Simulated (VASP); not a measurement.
# PbS in VASP: a series of runs

The runs below take PbS through single point, with PBEsol.

Program: VASP 6.6.1. These are calculated values, not measurements. Logs are shortened: lines on timing, memory, paths and dates and some standing lists are left out, and cuts for length are marked.

## 1. The structure

The cell holds a slab with vacuum, 4 atoms: a = 4.130 Å, b = 4.130 Å, c = 15.746 Å, α = 92.80°, β = 92.80°, γ = 89.21°.

## 2. Single point, PBEsol

INCAR reads:

```
SYSTEM = PbS
  ALGO = Fast
  EDIFF = 1E-6
  ENCUT = 520
  GGA = PS
  ISIF = 2
  ISMEAR = 1
  LASPH = .True.
  LCHARG = .False.
  LREAL = .False.
  LWAVE = .False.
  NBANDS = 28
  NELM = 100
  PREC = Accurate
  SIGMA = 0.05
```

KPOINTS reads:

```
k-points
0
Gamma
  4 4 2
  0 0 0
```

POSCAR reads:

```
PbS
1.0
    2.9405000000     -2.9000000000      0.0000000000
    2.9405000000      2.9000000000      0.0000000000
   -1.0800500000      0.0000000000     15.7092900000
Pb S
2 2
Direct
    0.7458413902      0.7458413902      0.4743408499
    0.2073962826      0.2073962826      0.2710327475
    0.2404080710      0.2404080710      0.4461806354
    0.7128296019      0.7128296019      0.2991929620
```

Potentials or basis: VASP PAW PBE potentials, release 64 (Pb_d, S).

On the command line:

```bash
> cat potpaw_PBE.64/Pb_d/POTCAR potpaw_PBE.64/S/POTCAR > POTCAR
> mpirun -np 1 vasp_std > vasp.out
```

OUTCAR:

```text
SYSTEM = PbS
   EDIFF = 1E-6
   ENCUT = 520
   GGA = PS
   ISIF = 2
   ISMEAR = 1
   LASPH = .True.
   LREAL = .False.
   NELM = 100
   PREC = Accurate

 ion  position               nearest neighbor table
   1  0.746  0.746  0.474-   4 2.75   3 2.93   3 2.93   3 2.97   3 2.98
   2  0.207  0.207  0.271-   3 2.75   4 2.93   4 2.93   4 2.97   4 2.98
   3  0.240  0.240  0.446-   2 2.75   1 2.93   1 2.93   1 2.97   1 2.98
   4  0.713  0.713  0.299-   1 2.75   2 2.93   2 2.93   2 2.97   2 2.98

  LATTYP: Found a base centered monoclinic cell.
 ALAT       =     5.8810000000
 B/A-ratio  =     0.9862268322
 C/A-ratio  =     2.6774994381
 COS(beta)  =    -0.0685903934

  Lattice vectors:

 A1 = (   2.9405000000,  -2.9000000000,   0.0000000000)
 A2 = (   2.9405000000,   2.9000000000,   0.0000000000)
 A3 = (  -1.0800500000,   0.0000000000,  15.7092900000)

Analysis of symmetry for initial positions (statically):
=====================================================================
 Subroutine PRICEL returns:
 Original cell was already a primitive cell.

 Routine SETGRP: Setting up the symmetry group for a
 base centered monoclinic supercell.

 Subroutine GETGRP returns: Found  4 space group operations
 (whereof  2 operations were pure point group operations)
 out of a pool of  4 trial point group operations.

The static configuration has the point symmetry C_1h.
 The point group associated with its full space group is C_2h.

Analysis of symmetry for dynamics (positions and initial velocities):
=====================================================================
 Subroutine PRICEL returns:
 Original cell was already a primitive cell.

 Routine SETGRP: Setting up the symmetry group for a
 base centered monoclinic supercell.

 Subroutine GETGRP returns: Found  4 space group operations
 (whereof  2 operations were pure point group operations)
 out of a pool of  4 trial point group operations.

The dynamic configuration has the point symmetry C_1h.
 The point group associated with its full space group is C_2h.

 Subroutine INISYM returns: Found  4 space group operations
 (whereof  2 operations are pure point group operations),
 and found     1 'primitive' translations

----------------------------------------------------------------------------------------

[... 84 lines left out ...]
   NELM   =    100;   NELMIN=  2; NELMDL= -5     # of ELM steps
   EDIFF  = 0.1E-05   stopping-criterion for ELM
   LREAL  =      F    real-space projection
   EDIFFG = 0.1E-04   stopping-criterion for IOM
   NSW    =      0    number of steps for IOM
   IBRION =     -1    ionic relax: 0-MD 1-quasi-New 2-CG
   NFREE  =      0    steps in history (QN), initial steepest desc. (CG)
   ISIF   =      2    stress and relaxation
   ISYM   =      2    0-nonsym 1-usesym 2-fastsym
   POTIM  = 0.5000    time-step for ionic-motion
   TEBEG  =    0.0;   TEEND  =   0.0 temperature during run
   PSTRESS=    0.0 pullay stress
   NELECT =      40.0000    total number of electrons
   NUPDOWN=      -1.0000    fix difference up-down
   EMIN   =  10.00;   EMAX   =-10.00  energy-range for DOS
   EFERMI =   0.00;   METHOD = LEGACY
   ISMEAR =     1;   SIGMA  =   0.05  broadening in eV -4-tet -1-fermi 0-gaus
   EFERMI_NEDOS =   21; number of points for ismear=-14 and -15
   IALGO  =     68    algorithm
   IMIX   =      4    mixing-type and parameters
     AMIX     =   0.40;   BMIX     =  1.00
     AMIX_MAG =   1.60;   BMIX_MAG =  1.00
  volume/ion in A,a.u.               =      66.98       452.00
  Fermi-wavevector in a.u.,A,eV,Ry     =   0.868480  1.641188 10.262285  0.754257
  Thomas-Fermi vector in A             =   1.987164
   LORBIT       =      0    0 simple, 1 ext, 2 COOP (PROOUT), +10 PAW based schemes
   GGA     = PS    functional components
   LHFCALC =     F    Hartree Fock is set to
   AEXX    =    0.0000 exact exchange contribution
   IVDW    =     0    specifies the selected vdW correction
   LEPSILON=     F    determine dielectric tensor
   LRPA    =     F    only Hartree local field effects (RPA)
 non-spin polarized calculation
 RMM-DIIS sequential band-by-band and
 Methfessel and Paxton  Order N= 1 SIGMA  =   0.05
  energy-cutoff  :      520.00
  volume of cell :      267.92
 maximum number of plane-waves:      7232
 NGX is ok and might be reduce to    32
   NGX = 15   NGY = 15   NGZ = 59

 number of electron      40.0000000 magnetization

 Free energy of the ion-electron system (eV)
  ---------------------------------------------------
  ext. energy  EPLUGINS =         0.00000000
  ---------------------------------------------------
  free energy    TOTEN  =       -18.44461862 eV

  energy without entropy =      -18.44479980  energy(sigma->0) =      -18.44467901

 E-fermi :  -0.5623     XC(G=0):  -4.5012

 val. band max:       -0.6043771117   @ k =   0.0000   0.0000   0.0000
 cond. band min:       0.7110566593   @ k =   0.0000   0.0000   0.5000
 fundamental gap:      1.3154337710
 Fermi energy:        -0.5622893143

 k-point     1 :       0.0000    0.0000    0.0000
  band No.  band energies     occupation
      1     -16.8807      2.00000
      2     -16.7924      2.00000
      3     -16.7919      2.00000
      4     -16.7829      2.00000
      5     -16.7540      2.00000
      6     -16.7495      2.00000
[... 423 lines left out ...]
     27       6.8660      0.00000
     28       7.0021      0.00000

------------------------ aborting loop because EDIFF is reached ----------------------------------------

  FORCE on cell =-STRESS in cart. coord.  units (eV):
  Direction    XX          YY          ZZ          XY          YZ          ZX
  --------------------------------------------------------------------------------------
  -------------------------------------------------------------------------------------
  Total       -1.3442932     -0.2987724     -2.7230018      0.0000000      0.0000000     -0.0124999
  in kB       -8.0389414     -1.7866739    -16.2836879      0.0000000      0.0000000     -0.0747497
  external PRESSURE =      -8.7031011 kB  Pullay stress =       0.0000000 kB

 VOLUME and BASIS-vectors are now :
 -----------------------------------------------------------------------------
  energy-cutoff  :      520.00
  volume of cell :      267.92
      direct lattice vectors                 reciprocal lattice vectors
     2.940500000 -2.900000000  0.000000000     0.170039109 -0.172413793  0.011690582
     2.940500000  2.900000000  0.000000000     0.170039109  0.172413793  0.011690582
    -1.080050000  0.000000000 15.709290000     0.000000000  0.000000000  0.063656601

 POSITION                                       TOTAL-FORCE (eV/Angst)
 -----------------------------------------------------------------------------------
      3.87398      0.00000      7.45156        -0.001468      0.000000     -0.674156
      0.92697      0.00000      4.25773         0.001468      0.000000      0.674156
      0.93194      0.00000      7.00918        -0.004012      0.000000     -0.228224
      3.86901      0.00000      4.70011         0.004012      0.000000      0.228224
 -----------------------------------------------------------------------------------
    total drift:                               -0.000005     -0.000000      0.000030

  FREE ENERGIE OF THE ION-ELECTRON SYSTEM (eV)
  ---------------------------------------------------
  free  energy   TOTEN  =       -18.4446186184 eV

  energy  without entropy=      -18.4447998029  energy(sigma->0) =      -18.44467901
```

stdout:

```text
POSCAR found type information on POSCAR PbS
 POSCAR found :  2 types and       4 ions
 scaLAPACK will be used
 -----------------------------------------------------------------------------
|                                                                             |
|                                                                             |
|     You enforced a specific xc type in the INCAR file but a different       |
|     I HOPE YOU KNOW WHAT YOU ARE DOING!                                     |
|                                                                             |
 -----------------------------------------------------------------------------

 LDA part: xc-table for (Slater+PW92), standard interpolation
 POSCAR, INCAR and KPOINTS ok, starting setup
 FFT: planning ... GRIDC
 FFT: planning ... GRID_SOFT
 FFT: planning ... GRID
 WAVECAR not read
 entering main loop
```

Run time: 2.2 min. Hardware: 1 thread of Intel Xeon Platinum 8488C (Sapphire Rapids), shared host; peak memory 0.38 GiB.

Results:

| Quantity | Value |
| --- | --- |
| Free energy | -18.4446 eV |
| Largest force | 0.674 eV/Å |
| Band gap on the k mesh | 1.32 eV, direct |

Forces in eV/Å, atoms in the order of the input:
```
Pb  -0.001  0.000 -0.674
Pb   0.001  0.000  0.674
S   -0.004  0.000 -0.228
S    0.004  0.000  0.228
```

Levels at points of the mesh, in eV from the valence-band top:
```
           k point  band 17  band 18  band 19  band 20  band 21  band 22  band 23  band 24
(0.00, 0.00, 0.00)    -2.44    -1.46    -1.34     0.00     1.32     3.34     4.74     4.85
(0.50, 0.00, 0.00)    -1.01    -1.01    -0.37    -0.37     2.02     2.02     3.09     3.09
(0.50, 0.50, 0.00)    -2.97    -2.94    -1.55    -1.44     3.69     3.80     4.58     4.65
(0.00, 0.00, 0.50)    -2.44    -1.46    -1.34     0.00     1.32     3.48     4.17     4.85
(0.50, 0.00, 0.50)    -1.01    -1.01    -0.37    -0.37     2.02     2.02     3.09     3.09
(0.50, 0.50, 0.50)    -2.97    -2.94    -1.55    -1.44     3.69     3.80     4.58     4.65
```

Caveat: the PAW data sets were made with another functional, which shifts forces and pressure a little; spin-orbit coupling is left out, which as a rule narrows the gap of such compounds by several tenths of an eV.

## 3. Single point, PBEsol

This run uses another cell than the first one, of 49.93 Å³/atom, 0.745 times its volume.

INCAR reads:

```
SYSTEM = PbS
PREC = Accurate
ENCUT = 520
EDIFF = 1E-7
ISMEAR = 1
SIGMA = 0.05
LREAL = .FALSE.
LASPH = .TRUE.
NELM = 100
ALGO = Fast
ISIF = 2
LWAVE = .FALSE.
LCHARG = .FALSE.
GGA = PS
NBANDS = 28
```

KPOINTS reads:

```
Automatic mesh
0
G
  4 4 2
  0 0 0
```

POSCAR reads:

```
PbS
1.0
    2.9405000000     -2.9000000000      0.0000000000
    2.9405000000      2.9000000000      0.0000000000
   -1.0800500000      0.0000000000     11.7092900000
Pb S
2 2
Direct
    0.7756000000      0.7756000000      0.6363800000
    0.2244000000      0.2244000000      0.3636200000
    0.2684000000      0.2684000000      0.5986000000
    0.7316000000      0.7316000000      0.4014000000
```

Potentials or basis: VASP PAW PBE potentials, release 64 (Pb_d, S).

On the command line:

```bash
> cat potpaw_PBE.64/Pb_d/POTCAR potpaw_PBE.64/S/POTCAR > POTCAR
> mpirun -np 1 vasp_std > vasp.out
```

OUTCAR:

```text
SYSTEM = PbS
   PREC = Accurate
   ENCUT = 520
   EDIFF = 1E-7
   ISMEAR = 1
   LREAL = .FALSE.
   LASPH = .TRUE.
   NELM = 100
   ISIF = 2
   GGA = PS

 ion  position               nearest neighbor table
   1  0.776  0.776  0.636-   4 2.75   3 2.93   3 2.93   3 2.97   3 2.98
   2  0.224  0.224  0.364-   3 2.75   4 2.93   4 2.93   4 2.97   4 2.98
   3  0.268  0.268  0.599-   2 2.75   1 2.93   1 2.93   1 2.97   1 2.98
   4  0.732  0.732  0.401-   1 2.75   2 2.93   2 2.93   2 2.97   2 2.98

  LATTYP: Found a base centered monoclinic cell.
 ALAT       =     5.8810000000
[... 625 lines left out ...]
  --------------------------------------------------------------------------------------
  -------------------------------------------------------------------------------------
  Total       -1.3449671     -0.2996445     -2.7248461      0.0000000      0.0000000     -0.0127925
  in kB      -10.7905229     -2.4040153    -21.8611411      0.0000000      0.0000000     -0.1026326
  external PRESSURE =     -11.6852264 kB  Pullay stress =       0.0000000 kB

 VOLUME and BASIS-vectors are now :
 -----------------------------------------------------------------------------
  energy-cutoff  :      520.00
  volume of cell :      199.70
      direct lattice vectors                 reciprocal lattice vectors
     2.940500000 -2.900000000  0.000000000     0.170039109 -0.172413793  0.015684191
     2.940500000  2.900000000  0.000000000     0.170039109  0.172413793  0.015684191
    -1.080050000  0.000000000 11.709290000     0.000000000  0.000000000  0.085402275

 POSITION                                       TOTAL-FORCE (eV/Angst)
 -----------------------------------------------------------------------------------
      3.87398      0.00000      7.45156        -0.001448      0.000000     -0.673494
      0.92697      0.00000      4.25773         0.001448      0.000000      0.673494
      0.93194      0.00000      7.00918        -0.003946      0.000000     -0.227823
      3.86901      0.00000      4.70011         0.003946      0.000000      0.227823
 -----------------------------------------------------------------------------------
    total drift:                                0.000000      0.000000      0.000000

  FREE ENERGIE OF THE ION-ELECTRON SYSTEM (eV)
  ---------------------------------------------------
  free  energy   TOTEN  =       -18.4443272324 eV

  energy  without entropy=      -18.4445084203  energy(sigma->0) =      -18.44438763
```

OSZICAR:

```text
N       E                     dE             d eps       ncg     rms          rms(c)
DAV:   1     0.405750719058E+03    0.40575E+03   -0.17758E+04   784   0.130E+03
DAV:   2     0.310483503302E+02   -0.37470E+03   -0.36289E+03   856   0.351E+02
DAV:   3    -0.172625444163E+02   -0.48311E+02   -0.47043E+02  1024   0.149E+02
DAV:   4    -0.195745700284E+02   -0.23120E+01   -0.23008E+01   928   0.387E+01
DAV:   5    -0.196675131858E+02   -0.92943E-01   -0.92918E-01  1068   0.774E+00    0.626E+00
RMM:   6    -0.185329383550E+02    0.11346E+01   -0.15955E+00   975   0.532E+00    0.407E+00
RMM:   7    -0.184811038260E+02    0.51835E-01   -0.55360E-01  1127   0.356E+00    0.230E+00
RMM:   8    -0.184558831433E+02    0.25221E-01   -0.10721E-01   996   0.198E+00    0.543E-01
RMM:   9    -0.184425012128E+02    0.13382E-01   -0.19641E-02  1082   0.118E+00    0.252E-01
RMM:  10    -0.184390920355E+02    0.34092E-02   -0.20562E-02  1015   0.709E-01    0.212E-01
RMM:  11    -0.184394105189E+02   -0.31848E-03   -0.95297E-03  1103   0.503E-01    0.936E-02
RMM:  12    -0.184416544382E+02   -0.22439E-02   -0.16165E-03  1049   0.272E-01    0.541E-02
RMM:  13    -0.184437783434E+02   -0.21239E-02   -0.84487E-04  1067   0.166E-01    0.529E-02
RMM:  14    -0.184443083502E+02   -0.53001E-03   -0.35651E-04  1079   0.108E-01    0.277E-02
RMM:  15    -0.184443249511E+02   -0.16601E-04   -0.81598E-05  1204   0.547E-02    0.176E-02
RMM:  16    -0.184443269889E+02   -0.20378E-05   -0.14336E-05  1135   0.214E-02    0.419E-03
RMM:  17    -0.184443271831E+02   -0.19422E-06   -0.27373E-06  1015   0.109E-02    0.990E-04
RMM:  18    -0.184443272324E+02   -0.49257E-07   -0.83424E-07   917   0.577E-03
   1 F= -.18444327E+02 E0= -.18444388E+02  d E =0.181188E-03
```

stdout:

```text
POSCAR found type information on POSCAR PbS
 POSCAR found :  2 types and       4 ions
 scaLAPACK will be used
 -----------------------------------------------------------------------------
|                                                                             |
|                                                                             |
|     You enforced a specific xc type in the INCAR file but a different       |
|     I HOPE YOU KNOW WHAT YOU ARE DOING!                                     |
|                                                                             |
 -----------------------------------------------------------------------------

 LDA part: xc-table for (Slater+PW92), standard interpolation
 POSCAR, INCAR and KPOINTS ok, starting setup
 FFT: planning ... GRIDC
 FFT: planning ... GRID_SOFT
 FFT: planning ... GRID
 WAVECAR not read
 entering main loop
```

It took 86 s on 1 thread of Intel Xeon Platinum 8488C (Sapphire Rapids), shared host; peak memory 0.32 GiB.

What came out:

* Free energy: -18.4443 eV
* Largest force: 0.673 eV/Å
* Band gap on the k mesh: 1.26 eV, direct

Forces on the atoms (eV/Å):
```
Pb  -0.001  0.000 -0.673
Pb   0.001  0.000  0.673
S   -0.004  0.000 -0.228
S    0.004  0.000  0.228
```

Caveat: the PAW data sets were made with another functional, which shifts forces and pressure a little; spin-orbit coupling is left out, which as a rule narrows the gap of such compounds by several tenths of an eV.
